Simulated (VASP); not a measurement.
Output of a VASP run:

### OSZICAR
```
       N       E                     dE             d eps       ncg     rms          rms(c)
DAV:   1     0.887546128525E+02    0.88755E+02   -0.68275E+03   480   0.113E+03
DAV:   2     0.150291904373E+01   -0.87252E+02   -0.80111E+02   700   0.177E+02
DAV:   3    -0.396705361376E+01   -0.54700E+01   -0.54454E+01   592   0.504E+01
DAV:   4    -0.402362009768E+01   -0.56566E-01   -0.56551E-01   576   0.622E+00
DAV:   5    -0.402432873875E+01   -0.70864E-03   -0.70862E-03   592   0.702E-01    0.304E+00
DAV:   6    -0.392108301047E+01    0.10325E+00   -0.13677E-01   536   0.234E+00    0.208E+00
DAV:   7    -0.390172563403E+01    0.19357E-01   -0.13761E-01   560   0.228E+00    0.728E-01
DAV:   8    -0.390296563469E+01   -0.12400E-02   -0.14554E-02   524   0.880E-01    0.225E-01
DAV:   9    -0.390297071467E+01   -0.50800E-05   -0.49886E-04   588   0.177E-01    0.175E-01
DAV:  10    -0.390296795352E+01    0.27612E-05   -0.62174E-04   540   0.153E-01    0.102E-01
DAV:  11    -0.390296677187E+01    0.11817E-05   -0.11105E-04   536   0.867E-02    0.238E-02
DAV:  12    -0.390296635527E+01    0.41659E-06   -0.10746E-05   600   0.201E-02    0.136E-02
DAV:  13    -0.390296678227E+01   -0.42700E-06   -0.11054E-06   348   0.707E-03
   1 F= 0.35902989E+01 E0= 0.35902989E+01  d E =0.359030E+01
```

### OUTCAR
```
------------------------ aborting loop because EDIFF is reached ----------------------------------------
  FORCE on cell =-STRESS in cart. coord.  units (eV):
  Direction    XX          YY          ZZ          XY          YZ          ZX
  --------------------------------------------------------------------------------------
  Total        7.4601821      7.4601821      7.4601821      0.0000000      0.0000000      0.0000000
  in kB      199.1169762    199.1169762    199.1169762      0.0000000      0.0000000      0.0000000
  external PRESSURE =      -0.8830238 kB  Pullay stress =     200.0000000 kB
  volume of cell :       60.03
      direct lattice vectors                 reciprocal lattice vectors
     3.915470053  0.000000000  0.000000000     0.255397177  0.000000000  0.000000000
     0.000000000  3.915470053  0.000000000     0.000000000  0.255397177  0.000000000
     0.000000000  0.000000000  3.915470053     0.000000000  0.000000000  0.255397177
 POSITION                                       TOTAL-FORCE (eV/Angst)
 -----------------------------------------------------------------------------------
      0.00000      0.00000      0.00000         0.000000      0.000000      0.000000
      1.95774      1.95774      1.95774         0.000000      0.000000      0.000000
 -----------------------------------------------------------------------------------
    total drift:                               -0.000000     -0.000000     -0.000000
  FREE ENERGIE OF THE ION-ELECTRON SYSTEM (eV)
  ---------------------------------------------------
  free  energy   TOTEN  =        -3.9029667823 eV

  energy  without entropy=       -3.9029667823  energy(sigma->0) =       -3.90296678
  enthalpy is  TOTEN    =         3.5902989327 eV   P V=        7.4932657149

 reached required accuracy - stopping structural energy minimisation
```
(Selected blocks of OUTCAR.)

### POSCAR
```
CsI
1
    3.9154700527    -0.0000000000     0.0000000000
   -0.0000000000     3.9154700527     0.0000000000
   -0.0000000000     0.0000000000     3.9154700527
Cs I
1 1
Direct
  0.0000000000   0.0000000000   0.0000000000
  0.5000000000   0.5000000000   0.5000000000
```

Task: Reconstruct the remaining input files.

Result: Several could match; the one computed here: the input of the run itself, PBE GGA, plane waves, VASP's PBE PAW potentials (set 64).

INCAR:
```
# general
SYSTEM =CsI
PREC   =Accurate
ENCUT  =500
LREAL  =F
LASPH  =T

# electronic loop
EDIFF  =1E-6
NELM   =100
ALGO   =Normal
LMAXMIX=4

# smearing
ISMEAR =0
SIGMA  =0.05

# functional
GGA    =PE

# ions
IBRION =2
NSW    =40
ISIF   =3
EDIFFG =-0.02
PSTRESS=200

# output
LWAVE  =F
LCHARG =F
```

File KPOINTS:
```
Automatic mesh
0
Gamma
7 7 7
0 0 0
```

POTCAR, in this order: Cs_sv I (PBE.64 set). Program: vasp_std.

The compound is CsI in the CsCl type structure. It was relaxed first under an external pressure of 20 GPa.
